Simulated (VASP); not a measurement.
# InAs (F-43m) in VASP: notebook

Runs on InAs. Level: LDA. Tasks: single point, relaxation of cell and atoms.

Program: VASP 6.6.1. These are calculated values, not measurements. Logs are shortened: lines on timing, memory, paths and dates and some standing lists are left out, and cuts for length are marked.

### 1 The structure

It takes space group F-43m (No. 216, cubic). The conventional cell has a = 6.186 Å, b = 6.186 Å, c = 6.186 Å, α = 90.00°, β = 90.00°, γ = 90.00°. In (site symmetry -43m) has 4 As at 2.68 Å as nearest neighbours. As (site symmetry -43m) is surrounded by 4 In at 2.68 Å.

### 2 Single point, LDA (relaxed again under DFT LDA, scalar-relativistic, plane waves, PAW)

Contents of INCAR:

```
SYSTEM = InAs
  PREC = Accurate
  ENCUT = 520
  EDIFF = 1E-6
  ISMEAR = 0
  SIGMA = 0.1
  LREAL = .False.
  LASPH = .True.
  NELM = 100
  ALGO = Fast
  ISIF = 2
  LWAVE = .False.
  LCHARG = .False.
  GGA = CA
  NBANDS = 16
```

Contents of KPOINTS:

```
regular mesh
0
Gamma
  12 12 12
  0 0 0
```

Contents of POSCAR:

```
InAs
1.0
    0.0000000000      3.0132360730      3.0132360730
    3.0132360730      0.0000000000      3.0132360730
    3.0132360730      3.0132360730      0.0000000000
In As
1 1
Direct
    0.0000000000      0.0000000000      0.0000000000
    0.2500000000      0.2500000000      0.2500000000
```

Potentials or basis: VASP PAW LDA potentials, release 64 (In_d, As).

On the command line:

```bash
> cat potpaw_LDA.64/In_d/POTCAR potpaw_LDA.64/As/POTCAR > POTCAR
> mpirun -np 1 vasp_std > vasp.out
```

OUTCAR:

```text
SYSTEM = InAs
   PREC = Accurate
   ENCUT = 520
   EDIFF = 1E-6
   ISMEAR = 0
   LREAL = .False.
   LASPH = .True.
   NELM = 100
   ISIF = 2
   GGA = CA

 ion  position               nearest neighbor table
   1  0.000  0.000  0.000-   2 2.61   2 2.61   2 2.61   2 2.61
   2  0.250  0.250  0.250-   1 2.61   1 2.61   1 2.61   1 2.61

  LATTYP: Found a face centered cubic cell.
 ALAT       =     6.0264721460

  Lattice vectors:

 A1 = (   0.0000000000,   3.0132360730,   3.0132360730)
 A2 = (   3.0132360730,   0.0000000000,   3.0132360730)
 A3 = (   3.0132360730,   3.0132360730,   0.0000000000)

Analysis of symmetry for initial positions (statically):
=====================================================================
 Subroutine PRICEL returns:
 Original cell was already a primitive cell.

 Routine SETGRP: Setting up the symmetry group for a
 face centered cubic supercell.

 Subroutine GETGRP returns: Found 24 space group operations
 (whereof 24 operations were pure point group operations)
 out of a pool of 48 trial point group operations.

The static configuration has the point symmetry T_d .

Analysis of symmetry for dynamics (positions and initial velocities):
=====================================================================
 Subroutine PRICEL returns:
 Original cell was already a primitive cell.

 Routine SETGRP: Setting up the symmetry group for a
 face centered cubic supercell.

 Subroutine GETGRP returns: Found 24 space group operations
 (whereof 24 operations were pure point group operations)
 out of a pool of 48 trial point group operations.

The dynamic configuration has the point symmetry T_d .

 Subroutine INISYM returns: Found 24 space group operations
 (whereof 24 operations are pure point group operations),
 and found     1 'primitive' translations

----------------------------------------------------------------------------------------

                                     Primitive cell

  volume of cell :      54.7179

  direct lattice vectors                    reciprocal lattice vectors
     0.000000000  3.013236073  3.013236073    -0.165934559  0.165934559  0.165934559
     3.013236073  0.000000000  3.013236073     0.165934559 -0.165934559  0.165934559
     3.013236073  3.013236073  0.000000000     0.165934559  0.165934559 -0.165934559

  length of vectors
     4.261359321  4.261359321  4.261359321     0.287407088  0.287407088  0.287407088

  position of ions in fractional coordinates (direct lattice)
     0.000000000  0.000000000  0.000000000
     0.250000000  0.250000000  0.250000000

  ion indices of the primitive-cell ions
   primitive index   ion index
                 1           1
                 2           2

----------------------------------------------------------------------------------------

 KPOINTS: regular mesh

Automatic generation of k-mesh.
 Grid dimensions read from file:
 generate k-points for:   12   12   12

 Generating k-lattice:

  Cartesian coordinates                     Fractional coordinates (reciprocal lattice)
    -0.013827880  0.013827880  0.013827880     0.083333333  0.000000000  0.000000000
     0.013827880 -0.013827880  0.013827880     0.000000000  0.083333333  0.000000000
     0.013827880  0.013827880 -0.013827880     0.000000000  0.000000000  0.083333333

  Length of vectors
     0.023950591  0.023950591  0.023950591

  Shift w.r.t. Gamma in fractional coordinates (k-lattice)
     0.000000000  0.000000000  0.000000000

 Subroutine IBZKPT returns following result:
 ===========================================

 Found     72 irreducible k-points:

 Following reciprocal coordinates:
            Coordinates               Weight
  0.000000  0.000000  0.000000      1.000000
  0.083333  0.000000  0.000000      8.000000
  0.166667  0.000000  0.000000      8.000000
  0.250000  0.000000  0.000000      8.000000
  0.333333  0.000000  0.000000      8.000000
  0.416667  0.000000  0.000000      8.000000
[... 16 lines left out ...]
  0.500000  0.166667  0.000000     24.000000
 -0.416667  0.166667  0.000000     24.000000
 [... further k-points ...]
   k-points           NKPTS =     72   k-points in BZ     NKDIM =     72   number of bands    NBANDS=     16
   number of dos      NEDOS =    301   number of ions     NIONS =      2
   total plane-waves  NPLWV =  32768
   dimension x,y,z NGX =    32 NGY =   32 NGZ =   32
   dimension x,y,z NGXF=    64 NGYF=   64 NGZF=   64
   ions per type =               1   1
   NGX,Y,Z   is equivalent  to a cutoff of  12.48, 12.48, 12.48 a.u.
   NGXF,Y,Z  is equivalent  to a cutoff of  24.97, 24.97, 24.97 a.u.
 SYSTEM =  InAs
   PREC   = accura    normal or accurate (medium, high low for compatibility)
   ISTART =      0    job   : 0-new  1-cont  2-samecut
   ICHARG =      2    charge: 1-file 2-atom 10-const
   ISPIN  =      1    spin polarized calculation?
   LNONCOLLINEAR =      F non collinear calculations
   LSORBIT =      F    spin-orbit coupling
   LASPH  =      T    aspherical Exc in radial PAW
   ENCUT  =  520.0 eV  38.22 Ry    6.18 a.u.   7.92  7.92  7.92*2*pi/ulx,y,z
   NELM   =    100;   NELMIN=  2; NELMDL= -5     # of ELM steps
   EDIFF  = 0.1E-05   stopping-criterion for ELM
   LREAL  =      F    real-space projection
   EDIFFG = 0.1E-04   stopping-criterion for IOM
   NSW    =      0    number of steps for IOM
   IBRION =     -1    ionic relax: 0-MD 1-quasi-New 2-CG
   NFREE  =      0    steps in history (QN), initial steepest desc. (CG)
   ISIF   =      2    stress and relaxation
   ISYM   =      2    0-nonsym 1-usesym 2-fastsym
   POTIM  = 0.5000    time-step for ionic-motion
   TEBEG  =    0.0;   TEEND  =   0.0 temperature during run
   PSTRESS=    0.0 pullay stress
   NELECT =      18.0000    total number of electrons
   NUPDOWN=      -1.0000    fix difference up-down
   EMIN   =  10.00;   EMAX   =-10.00  energy-range for DOS
   EFERMI =   0.00;   METHOD = LEGACY
   ISMEAR =     0;   SIGMA  =   0.10  broadening in eV -4-tet -1-fermi 0-gaus
   EFERMI_NEDOS =   21; number of points for ismear=-14 and -15
   IALGO  =     68    algorithm
   IMIX   =      4    mixing-type and parameters
     AMIX     =   0.40;   BMIX     =  1.00
     AMIX_MAG =   1.60;   BMIX_MAG =  1.00
  volume/ion in A,a.u.               =      27.36       184.63
  Fermi-wavevector in a.u.,A,eV,Ry     =   1.130115  2.135607 17.376805  1.277159
  Thomas-Fermi vector in A             =   2.266810
   LORBIT       =      0    0 simple, 1 ext, 2 COOP (PROOUT), +10 PAW based schemes
   GGA     = CA    functional components
   LHFCALC =     F    Hartree Fock is set to
   AEXX    =    0.0000 exact exchange contribution
   IVDW    =     0    specifies the selected vdW correction
   LEPSILON=     F    determine dielectric tensor
   LRPA    =     F    only Hartree local field effects (RPA)
 non-spin polarized calculation
 RMM-DIIS sequential band-by-band and
 Gauss-broadening in eV      SIGMA  =   0.10
  energy-cutoff  :      520.00
  volume of cell :       54.72
 maximum number of plane-waves:      1488
   NGX = 15   NGY = 15   NGZ = 15

 number of electron      17.9999992 magnetization

 Free energy of the ion-electron system (eV)
  ---------------------------------------------------
  ext. energy  EPLUGINS =         0.00000000
  ---------------------------------------------------
  free energy    TOTEN  =        -9.02982098 eV

  energy without entropy =       -9.02967184  energy(sigma->0) =       -9.02974641

 E-fermi :   4.4996     XC(G=0):  -9.4562

 val. band max:        4.4420017534   @ k =   0.0000   0.0000   0.0000
 cond. band min:       5.1845983829   @ k =   0.0833   0.0000   0.0000
 fundamental gap:      0.7425966295
 Fermi energy:         4.4995799854

 k-point     1 :       0.0000    0.0000    0.0000
  band No.  band energies     occupation
      1      -9.9356      2.00000
      2      -9.9356      2.00000
      3      -9.9356      2.00000
      4      -9.8026      2.00000
      5      -9.8026      2.00000
      6      -7.5389      2.00000
[... 8 lines left out ...]
     15      14.1870      0.00000
     16      14.1870      0.00000

 k-point     2 :       0.0833    0.0000    0.0000
  band No.  band energies     occupation
      1      -9.9458      2.00000
      2      -9.9327      2.00000
      3      -9.9327      2.00000
      4      -9.8027      2.00000
      5      -9.8027      2.00000
      6      -7.4643      2.00000
[... 8 lines left out ...]
     15      13.5464      0.00000
     16      13.5464      0.00000

 k-point     3 :       0.1667    0.0000    0.0000
  band No.  band energies     occupation
      1      -9.9726      2.00000
      2      -9.9253      2.00000
      3      -9.9253      2.00000
      4      -9.8027      2.00000
      5      -9.8027      2.00000
      6      -7.2489      2.00000
[... 8 lines left out ...]
     15      13.0262      0.00000
     16      13.0262      0.00000

 k-point     4 :       0.2500    0.0000    0.0000
  band No.  band energies     occupation
      1     -10.0069      2.00000
      2      -9.9161      2.00000
      3      -9.9161      2.00000
      4      -9.8015      2.00000
      5      -9.8015      2.00000
      6      -6.9191      2.00000
[... 8 lines left out ...]
     15      12.9870      0.00000
     16      12.9870      0.00000
[... 324 lines left out ...]
 k-point    22 :       0.4167    0.1667    0.0000
  band No.  band energies     occupation
      1     -10.0672      2.00000
      2      -9.8965      2.00000
      3      -9.8899      2.00000
      4      -9.8128      2.00000
      5      -9.7905      2.00000
      6      -6.1988      2.00000
[... 8 lines left out ...]
     15      14.4787      0.00000
     16      15.2324      0.00000

 k-point    23 :       0.5000    0.1667    0.0000
  band No.  band energies     occupation
      1     -10.0786      2.00000
      2      -9.8954      2.00000
      3      -9.8879      2.00000
      4      -9.8075      2.00000
      5      -9.7919      2.00000
      6      -5.9170      2.00000
[... 8 lines left out ...]
     15      14.7740      0.00000
     16      15.2993      0.00000

 k-point    24 :      -0.4167    0.1667    0.0000
  band No.  band energies     occupation
      1     -10.0784      2.00000
      2      -9.8959      2.00000
      3      -9.8895      2.00000
      4      -9.8022      2.00000
      5      -9.7963      2.00000
      6      -5.8724      2.00000
[... 8 lines left out ...]
     15      14.1206      0.00000
     16      14.4950      0.00000

 [... further k-points ...]

------------------------ aborting loop because EDIFF is reached ----------------------------------------

  FORCE on cell =-STRESS in cart. coord.  units (eV):
  Direction    XX          YY          ZZ          XY          YZ          ZX
  --------------------------------------------------------------------------------------
  -------------------------------------------------------------------------------------
  Total        0.0487291      0.0487291      0.0487291      0.0000000      0.0000000      0.0000000
  in kB        1.4268214      1.4268214      1.4268214      0.0000000      0.0000000      0.0000000
  external PRESSURE =       1.4268214 kB  Pullay stress =       0.0000000 kB

 VOLUME and BASIS-vectors are now :
 -----------------------------------------------------------------------------
  energy-cutoff  :      520.00
  volume of cell :       54.72
      direct lattice vectors                 reciprocal lattice vectors
     0.000000000  3.013236073  3.013236073    -0.165934559  0.165934559  0.165934559
     3.013236073  0.000000000  3.013236073     0.165934559 -0.165934559  0.165934559
     3.013236073  3.013236073  0.000000000     0.165934559  0.165934559 -0.165934559

 POSITION                                       TOTAL-FORCE (eV/Angst)
 -----------------------------------------------------------------------------------
      0.00000      0.00000      0.00000        -0.000000     -0.000000     -0.000000
      1.50662      1.50662      1.50662         0.000000      0.000000      0.000000
 -----------------------------------------------------------------------------------
    total drift:                               -0.000000     -0.000000     -0.000000

  FREE ENERGIE OF THE ION-ELECTRON SYSTEM (eV)
  ---------------------------------------------------
  free  energy   TOTEN  =        -9.0298209761 eV

  energy  without entropy=       -9.0296718351  energy(sigma->0) =       -9.02974641
```

Run time: 34 s. Hardware: 1 thread of Intel Xeon Platinum 8375C at 2.90GHz (Ice Lake), shared host; peak memory 0.2 GiB.

What came out:

* Free energy: -9.0298 eV
* Pressure: 0.1 GPa
* Band gap on the k mesh: none (metal or under the smearing width)

### 3 Relaxation of cell and atoms, LDA

Contents of INCAR:

```
  ALGO = Normal
  EDIFF = 1E-6
  EDIFFG = -0.005
  ENCUT = 600
  IBRION = 2
  ISIF = 3
  ISMEAR = 0
  LASPH = True
  LCHARG = False
  LREAL = False
  LWAVE = False
  NELM = 100
  NSW = 70
  PREC = Accurate
  SIGMA = 0.1
```

Contents of KPOINTS:

```
k-points
0
Gamma
  12 12 12
```

Contents of POSCAR:

```
InAs
1.0
    0.0000000000      3.0931634762      3.0931634762
    3.0931634762      0.0000000000      3.0931634762
    3.0931634762      3.0931634762      0.0000000000
In As
1 1
Direct
    0.0000000000      0.0000000000      0.0000000000
    0.2500000000      0.2500000000      0.2500000000
```

Potentials or basis: VASP PAW LDA potentials, release 64 (In_d, As).

On the command line:

```bash
> cat potpaw_LDA.64/In_d/POTCAR potpaw_LDA.64/As/POTCAR > POTCAR
> mpirun -np 1 vasp_std > vasp.out
```

It took 94 s on 1 thread of Intel Xeon Platinum 8375C at 2.90GHz (Ice Lake), shared host; peak memory 0.23 GiB.

The run converged. Its results:

```yaml
Free_energy: -9.0302 eV
Relaxed_volume: 27.44 Å³/atom
Relaxed_cell: a = 4.265 Å, b = 4.265 Å, c = 4.265 Å, α = 60.00°, β = 60.00°, γ = 60.00°
Space_group_after_relaxing_to_0.05_Å: F-43m (No. 216)
Energy_gained_by_relaxing: 27.6 meV/atom
Ionic_steps: 3
Pressure_after_relaxing: 0.0 GPa
Band_gap_on_the_k_mesh: none (metal or under the smearing width)
```

The path:
```tsv
step	energy change (eV)	largest force (eV/Å)	pressure (GPa)	volume (Å³)
1	0.0000	0.0000	-3.81	59.19
2	-0.0468	0.0000	1.83	53.36
3	-0.0552	0.0000	-0.01	54.87
```

Final structure:
```xyz
2
Lattice="0.0000 3.0161 3.0161 3.0161 0.0000 3.0161 3.0161 3.0161 0.0000" Properties=species:S:1:pos:R:3 pbc="T T T"
In    0.0000    0.0000    0.0000
As    1.5081    1.5081    1.5081
```

Levels at points of the mesh, in eV from the Fermi level:
```tsv
k point	band 7	band 8	band 9	band 10	band 11	band 12
(0.00, 0.00, 0.00)	-0.41	-0.06	-0.06	-0.06	3.77	3.77
(0.50, 0.00, 0.00)	-5.93	-1.07	-1.07	0.77	4.55	4.55
(0.50, 0.50, 0.00)	-6.01	-2.43	-2.43	1.35	1.90	8.99
```

LDA usually gives volumes a few per cent too small. Zero-point motion and thermal expansion aren't in these numbers.
